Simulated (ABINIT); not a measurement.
# GaS (P6_3/mmc) in ABINIT: equation of state

How stiff is GaS in PBE, and what volume does it want? The cell is scaled to several volumes.

Everything below comes from runs of ABINIT 10.8.3 (patched build). Logs are shortened: lines on timing, memory, paths and dates and some standing lists are left out, and cuts for length are marked. The log counts tension as positive stress, the text compression.

## (1) Starting point

It takes space group P6_3/mmc (No. 194, hexagonal). The conventional cell has a = 3.585 Å, b = 3.585 Å, c = 15.500 Å, α = 90.00°, β = 90.00°, γ = 120.00°. Ga (site symmetry 3m) is surrounded by 3 S at 2.34 Å and 1 Ga at 2.48 Å. S (site symmetry 3m) is surrounded by 3 Ga at 2.34 Å.

## (2) Equation of state, PBE

File run.abi:

```
ndtset 7
getwfk -1
scalecart1 3*0.9795861087
scalecart2 3*0.9864848297
scalecart3 3*0.9932883884
scalecart4 3*1.0000000000
scalecart5 3*1.0066227096
scalecart6 3*1.0131594038
scalecart7 3*1.0196128224

pp_dirpath "./"
pseudos "Ga.GGA_PBE-JTH.xml, S.GGA_PBE-JTH.xml"

acell 6.7746681568 6.7746681568 29.2907549317
rprim
     1.0000000000     0.0000000000     0.0000000000
    -0.5000000000     0.8660254038     0.0000000000
     0.0000000000     0.0000000000     1.0000000000
ntypat 2
znucl 31 16
natom 8
typat 1 1 1 1 2 2 2 2
xred
     0.6666666667     0.3333333333     0.8300000000
     0.3333333333     0.6666666667     0.3300000000
     0.6666666667     0.3333333333     0.6700000000
     0.3333333333     0.6666666667     0.1700000000
     0.6666666667     0.3333333333     0.4000000000
     0.3333333333     0.6666666667     0.9000000000
     0.6666666667     0.3333333333     0.1000000000
     0.3333333333     0.6666666667     0.6000000000

ecut 544.227725 eV
pawecutdg 40.0
pawxcdev 0

kptopt 1
ngkpt 9 9 2
nshiftk 1
shiftk 0.0 0.0 0.0

ixc 11

nband 46
occopt 3
tsmear 0.00183747

nstep 100
tolvrs 1.0e-9

iomode 3
prtwf 1
prtden 0
prteig 0
prtebands 0
```

Potentials or basis: JTH PAW PBE v2.0.

Started as:

```
$ abinit run.abi > log 2>&1
```

run.abo:

```text
.Version 10.8.3 of ABINIT
 DATASET    1 : space group P6_3/m m c (#194); Bravais hP (primitive hexag.)
================================================================================
 Values of the parameters that define the memory need for DATASET  1.
     intxc =       0    ionmov =       0      iscf =      17    lmnmax =      18
     lnmax =       6     mgfft =     120  mpssoang =       3    mqgrid =    8169
     natom =       8  nloc_mem =       2    nspden =       1   nspinor =       1
    nsppol =       1      nsym =      24    n1xccc =       1    ntypat =       2
    occopt =       3   xclevel =       2
       mpw =        4702          nfft =      108000          nkpt =          24
 PAW method is used; the additional fine FFT grid is defined by:
   mgfftf=       180    nfftf =    288000
================================================================================
================================================================================
[... 71 lines left out ...]
 DATASET    7 : space group P6_3/m m c (#194); Bravais hP (primitive hexag.)
================================================================================
 Values of the parameters that define the memory need for DATASET  7.
     intxc =       0    ionmov =       0      iscf =      17    lmnmax =      18
     lnmax =       6     mgfft =     125  mpssoang =       3    mqgrid =    8503
     natom =       8  nloc_mem =       2    nspden =       1   nspinor =       1
    nsppol =       1      nsym =      24    n1xccc =       1    ntypat =       2
    occopt =       3   xclevel =       2
       mpw =        5302          nfft =      112500          nkpt =          24
 PAW method is used; the additional fine FFT grid is defined by:
   mgfftf=       180    nfftf =    288000
================================================================================
================================================================================

--------------------------------------------------------------------------------
------------- Echo of variables that govern the present computation ------------
--------------------------------------------------------------------------------
 -outvars: echo values of preprocessed input variables --------
            acell      6.7746681568E+00  6.7746681568E+00  2.9290754932E+01 Bohr
              amu      6.97230000E+01  3.20660000E+01
             ecut      2.00000000E+01 Hartree
           getwfk          -1
              ixc          11
           jdtset        1    2    3    4    5    6    7
         kptrlatt        9    0    0      0    9    0      0    0    2
          kptrlen1     5.73856333E+01
          kptrlen2     5.77897708E+01
          kptrlen3     5.81883335E+01
          kptrlen4     5.85815099E+01
          kptrlen5     5.89694782E+01
          kptrlen6     5.93524076E+01
          kptrlen7     5.97304586E+01
            natom           8
            nband          46
           ndtset           7
            ngfft1         30      30     120
            ngfft2         30      30     120
            ngfft3         30      30     120
            ngfft4         30      30     120
            ngfft5         30      30     120
            ngfft6         30      30     120
            ngfft7         30      30     125
          ngfftdg          40      40     180
             nkpt          24
            nstep         100
             nsym          24
           ntypat           2
           occopt           3
        pawecutdg      4.00000000E+01 Hartree
         pawxcdev           0
           prtden           0
        prtebands           0
           prteig           0
            rprim1     9.7958610870E-01  0.0000000000E+00  0.0000000000E+00
                      -4.8979305435E-01  8.4834645534E-01  0.0000000000E+00
                       0.0000000000E+00  0.0000000000E+00  9.7958610870E-01
            rprim2     9.8648482970E-01  0.0000000000E+00  0.0000000000E+00
                      -4.9324241485E-01  8.5432092298E-01  0.0000000000E+00
                       0.0000000000E+00  0.0000000000E+00  9.8648482970E-01
            rprim3     9.9328838840E-01  0.0000000000E+00  0.0000000000E+00
                      -4.9664419420E-01  8.6021297765E-01  0.0000000000E+00
                       0.0000000000E+00  0.0000000000E+00  9.9328838840E-01
            rprim4     1.0000000000E+00  0.0000000000E+00  0.0000000000E+00
                      -5.0000000000E-01  8.6602540380E-01  0.0000000000E+00
                       0.0000000000E+00  0.0000000000E+00  1.0000000000E+00
            rprim5     1.0066227096E+00  0.0000000000E+00  0.0000000000E+00
                      -5.0331135480E-01  8.7176083856E-01  0.0000000000E+00
                       0.0000000000E+00  0.0000000000E+00  1.0066227096E+00
            rprim6     1.0131594038E+00  0.0000000000E+00  0.0000000000E+00
                      -5.0657970190E-01  8.7742178179E-01  0.0000000000E+00
                       0.0000000000E+00  0.0000000000E+00  1.0131594038E+00
            rprim7     1.0196128224E+00  0.0000000000E+00  0.0000000000E+00
                      -5.0980641120E-01  8.8301060624E-01  0.0000000000E+00
                       0.0000000000E+00  0.0000000000E+00  1.0196128224E+00
          spgroup         194
           tolvrs      1.00000000E-09
           tsmear      1.83747000E-03 Hartree
            typat      1  1  1  1  2  2  2  2
           useylm           1
           xangst1     1.7559080987E+00  1.0137740135E+00  1.2602375280E+01
                      -3.7475771484E-16  2.0275480269E+00  5.0105829426E+00
                       1.7559080987E+00  1.0137740135E+00  1.0173001732E+01
                      -3.7475771484E-16  2.0275480269E+00  2.5812093947E+00
                       1.7559080987E+00  1.0137740135E+00  6.0734338698E+00
                      -3.7475771484E-16  2.0275480269E+00  1.3665226207E+01
                       1.7559080987E+00  1.0137740135E+00  1.5183584675E+00
                      -3.7475771484E-16  2.0275480269E+00  9.1101508047E+00
           xangst2     1.7682740560E+00  1.0209135023E+00  1.2691127325E+01
                       1.1928778734E-17  2.0418270046E+00  5.0458699005E+00
                       1.7682740560E+00  1.0209135023E+00  1.0244644949E+01
                       1.1928778734E-17  2.0418270046E+00  2.5993875245E+00
                       1.7682740560E+00  1.0209135023E+00  6.1162059400E+00
                       1.1928778734E-17  2.0418270046E+00  1.3761463365E+01
                       1.7682740560E+00  1.0209135023E+00  1.5290514850E+00
                       1.1928778734E-17  2.0418270046E+00  9.1743089100E+00
           xangst3     1.7804694350E+00  1.0279545076E+00  1.2778655108E+01
[... 80 lines left out ...]
                       1.4716503470E-16  3.9628276034E+00  9.7931472551E+00
                       3.4319093753E+00  1.9814138017E+00  1.9883056548E+01
                       1.4716503470E-16  3.9628276034E+00  5.0449546466E+00
                       3.4319093753E+00  1.9814138017E+00  1.1870481521E+01
                       1.4716503470E-16  3.9628276034E+00  2.6708583423E+01
                       3.4319093753E+00  1.9814138017E+00  2.9676203803E+00
                       1.4716503470E-16  3.9628276034E+00  1.7805722282E+01
            xcart7     3.4537692601E+00  1.9940346121E+00  2.4788140324E+01
                      -1.5455728625E-16  3.9880692241E+00  9.8555256710E+00
                       3.4537692601E+00  1.9940346121E+00  2.0009703635E+01
                      -1.5455728625E-16  3.9880692241E+00  5.0770889820E+00
                       3.4537692601E+00  1.9940346121E+00  1.1946091722E+01
                      -1.5455728625E-16  3.9880692241E+00  2.6878706376E+01
                       3.4537692601E+00  1.9940346121E+00  2.9865229306E+00
                      -1.5455728625E-16  3.9880692241E+00  1.7919137584E+01
             xred      6.6666666667E-01  3.3333333333E-01  8.3000000000E-01
                       3.3333333333E-01  6.6666666667E-01  3.3000000000E-01
                       6.6666666667E-01  3.3333333333E-01  6.7000000000E-01
                       3.3333333333E-01  6.6666666667E-01  1.7000000000E-01
                       6.6666666667E-01  3.3333333333E-01  4.0000000000E-01
                       3.3333333333E-01  6.6666666667E-01  9.0000000000E-01
                       6.6666666667E-01  3.3333333333E-01  1.0000000000E-01
                       3.3333333333E-01  6.6666666667E-01  6.0000000000E-01
            znucl       31.00000   16.00000

================================================================================

 chkinp: Checking input parameters for consistency, jdtset=   1.

 chkinp: Checking input parameters for consistency, jdtset=   2.
[... 52 lines left out ...]
- pspini: atom type   2  psp file is ./S.GGA_PBE-JTH.xml
 Pseudopotential format is: paw10
 basis_size (lnmax)=  4 (lmn_size=  8), orbitals=   0   0   1   1
 Spheres core radius: rc_sph= 1.90380259
 Shapefunction is SIN type: shapef(r)=[sin(pi*r/rshp)/(pi*r/rshp)]**2
 Radius for shape functions =  1.40128485
 Compensation charge density is not taken into account in XC energy/potential

   8.16327298E+03                                ecore*ucvol(ha*bohr**3)
--------------------------------------------------------------------------------

================================================================================

--- !BeginCycle
iteration_state: {dtset: 1, }
solver: {iscf: 17, nstep: 100, nline: 4, wfoptalg: 10, }
tolerances: {tolvrs: 1.00E-09, }
...
[... 1760 lines left out ...]
-Cartesian components of stress tensor (GPa)         [Pressure= -1.5909E+00 GPa]
- sigma(1 1)=  1.45519260E+00  sigma(3 2)=  0.00000000E+00
- sigma(2 2)=  1.45519260E+00  sigma(3 1)=  0.00000000E+00
- sigma(3 3)=  1.86229441E+00  sigma(2 1)=  0.00000000E+00

== END DATASET(S) ==============================================================
================================================================================

 -outvars: echo values of variables after computation  --------
            acell      6.7746681568E+00  6.7746681568E+00  2.9290754932E+01 Bohr
           etotal1    -3.5778125651E+02
           etotal2    -3.5778634928E+02
           etotal3    -3.5778999984E+02
           etotal4    -3.5779235560E+02
           etotal5    -3.5779355052E+02
           etotal6    -3.5779369749E+02
           etotal7    -3.5779291317E+02
            fcart1     3.6516655978E-28  4.2165802317E-28 -9.2214588097E-03
                      -2.8401843539E-28  4.6850891463E-29 -9.2214588097E-03
                       2.0287031099E-28 -4.6850891463E-29  9.2214588097E-03
                      -4.4631468418E-28 -4.2165802317E-28  9.2214588097E-03
                       4.0574062198E-29  4.6850891463E-29  1.1210823710E-02
                       2.0287031099E-28  4.6850891463E-29  1.1210823710E-02
                      -1.2172218659E-28  2.3425445732E-28 -1.1210823710E-02
                       4.0574062198E-29 -3.2795624024E-28 -1.1210823710E-02
            fcart2     1.8130643197E-28  2.4424707370E-28 -7.6397072203E-03
                      -3.0217738661E-28  1.5120056943E-28 -7.6397072203E-03
[... 122 lines left out ...]
                       7.7876382552E-17  2.0970380571E+00  5.1823103469E+00
                       1.8160882301E+00  1.0485190285E+00  1.0521660401E+01
                       7.7876382552E-17  2.0970380571E+00  2.6696750272E+00
                       1.8160882301E+00  1.0485190285E+00  6.2815882993E+00
                       7.7876382552E-17  2.0970380571E+00  1.4133573673E+01
                       1.8160882301E+00  1.0485190285E+00  1.5703970748E+00
                       7.7876382552E-17  2.0970380571E+00  9.4223824489E+00
           xangst7     1.8276559829E+00  1.0551976737E+00  1.3117318951E+01
                      -8.1788193608E-17  2.1103953475E+00  5.2153195830E+00
                       1.8276559829E+00  1.0551976737E+00  1.0588679153E+01
                      -8.1788193608E-17  2.1103953475E+00  2.6866797852E+00
                       1.8276559829E+00  1.0551976737E+00  6.3215994946E+00
                      -8.1788193608E-17  2.1103953475E+00  1.4223598863E+01
                       1.8276559829E+00  1.0551976737E+00  1.5803998736E+00
                      -8.1788193608E-17  2.1103953475E+00  9.4823992419E+00
             xred      6.6666666667E-01  3.3333333333E-01  8.3000000000E-01
                       3.3333333333E-01  6.6666666667E-01  3.3000000000E-01
                       6.6666666667E-01  3.3333333333E-01  6.7000000000E-01
                       3.3333333333E-01  6.6666666667E-01  1.7000000000E-01
                       6.6666666667E-01  3.3333333333E-01  4.0000000000E-01
                       3.3333333333E-01  6.6666666667E-01  9.0000000000E-01
                       6.6666666667E-01  3.3333333333E-01  1.0000000000E-01
                       3.3333333333E-01  6.6666666667E-01  6.0000000000E-01
 Calculation completed.
```

Wall time 29 min (1 thread of Arm Neoverse V2, shared host); peak memory 0.34 GiB.

What came out:

```yaml
Equilibrium_volume: 22.28 Å³/atom
Bulk_modulus_at_fixed_shape_and_positions: 63 GPa
Pressure_derivative_of_the_bulk_modulus: 4.5
```

Energy against volume, from the lowest point:
| volume (Å³/atom) | energy (meV/atom) |
| --- | --- |
| 20.271 | 42.32 |
| 20.702 | 24.99 |
| 21.134 | 12.58 |
| 21.565 | 4.56 |
| 21.996 | 0.50 |
| 22.428 | 0.00 |
| 22.859 | 2.67 |

Caveat: pressures at fixed basis lie under the slope of the energies; the cell was scaled at fixed shape and fractional positions, which overstates the stiffness of a crystal with free parameters, most of all of layers and chains; this functional lacks dispersion, which binds the layers, so the pressure and a relaxed spacing across them are unreliable.
